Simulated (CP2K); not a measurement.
Fitting the LDA energy curve of ZrH2

It takes space group Fm-3m (No. 225, cubic). The conventional cell has a = 4.818 Å, b = 4.818 Å, c = 4.818 Å, α = 90.00°, β = 90.00°, γ = 90.00°. Zr (site symmetry m-3m) has 8 H at 2.09 Å as nearest neighbours. H (site symmetry -43m) has 4 Zr at 2.09 Å as nearest neighbours.

The cell is a database's computed one, not the measured one.

The cell was scaled at fixed shape and fractions and run with CP2K, GTH_POTENTIALS Zr GTH-PADE-q12, H GTH-PADE-q1; TZVP-MOLOPT-PBE-GTH basis; LDA, k mesh 10 × 10 × 10 on the cell of 3 atoms, fermi-dirac occupations of 0.1 eV, no spin polarisation, no spin-orbit coupling. Energies are those that the program minimises, any entropy of the smearing included. For a metal such a mesh isn't converged to the digits shown.

| V (Å³/atom) | energy over the lowest row (meV/atom) |
| --- | --- |
| 8.7633 | 0.00 |
| 8.9498 | 0.43 |
| 9.1362 | 4.29 |
| 9.3227 | ? |
| 9.5091 | 20.98 |
| 9.6956 | 33.21 |
| 9.8820 | 47.71 |

Q: Fit the third-order Birch-Murnaghan form, give V0, B0 and B′, and predict the energy left open.

A: With y = (V0/V)^(2/3), E = E0 + (9 V0 B0/16) [(y - 1)³ B′ + (y - 1)² (6 - 4y)]. Least squares through the rows shown give V0 = 8.8337 Å³/atom, E0 = -0.26 meV, B0 = 149.0 GPa (1 eV/Å³ = 160.218 GPa) and B′ = 4.00, with a largest miss of 0.01 meV. At V = 9.3227 the form with these constants gives 11.24 meV; the run gave 11.24 meV an atom.
